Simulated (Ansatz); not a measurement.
Starting cell, AlSb (zinc blende):

```yaml
crystal:
  lattice:
    - [0.00000, 3.11275, 3.11275]
    - [3.11275, 0.00000, 3.11275]
    - [3.11275, 3.11275, 0.00000]
  atoms:
    - { symbol: Sb, position: [0.75000, 0.75000, 0.75000] }
    - { symbol: Al, position: [0.00000, 0.00000, 0.00000] }
```

In this cell atom 1 (Sb, nearest neighbour Al at 2.696 Å; its periodic images, 4.4 Å or more away, move with it) is moved by s along Cartesian [110], unit vector (0.707, 0.707, 0.000); all other atoms and the cell stay fixed.

The numbers are results of PBE (plane waves to 420 eV, PAW, scalar-relativistic; Ansatz, a quantum-chemistry and plane-wave program), not measurements. k mesh 10×10×10 (Γ-centred), Fermi-Dirac smearing 0.05 eV. Stress and pressure are positive under compression. F∥ is the force on the atom along that direction. AlSb was relaxed with its symmetry unable to fall. Spin-orbit coupling is left out, though Sb is heavy. 

```json
[
 {"s (Å)": "-0.270", "F∥ (eV/Å)": "2.051", "P (GPa)": "1.18"},
 {"s (Å)": "-0.216", "F∥ (eV/Å)": "1.632", "P (GPa)": "?"},
 {"s (Å)": "-0.162", "F∥ (eV/Å)": "1.219", "P (GPa)": "?"},
 {"s (Å)": "-0.108", "F∥ (eV/Å)": "0.811", "P (GPa)": "0.17"},
 {"s (Å)": "-0.054", "F∥ (eV/Å)": "0.405", "P (GPa)": "0.04"},
 {"s (Å)": "0.000", "F∥ (eV/Å)": "0.000", "P (GPa)": "-0.01"},
 {"s (Å)": "0.054", "F∥ (eV/Å)": "-0.405", "P (GPa)": "0.04"},
 {"s (Å)": "0.108", "F∥ (eV/Å)": "-0.811", "P (GPa)": "0.17"},
 {"s (Å)": "0.162", "F∥ (eV/Å)": "-1.219", "P (GPa)": "?"},
 {"s (Å)": "0.216", "F∥ (eV/Å)": "-1.632", "P (GPa)": "?"},
 {"s (Å)": "0.270", "F∥ (eV/Å)": "-2.051", "P (GPa)": "1.18"}
]
```

### Question
Some entries are withheld; supply them.

### Answer

- -0.216, P (GPa): 0.74
- -0.162, P (GPa): 0.41
- 0.162, P (GPa): 0.41
- 0.216, P (GPa): 0.74

(A displaced cell: forces are minus the slopes of the energy, force constants its curvatures, and phonons follow from these.)
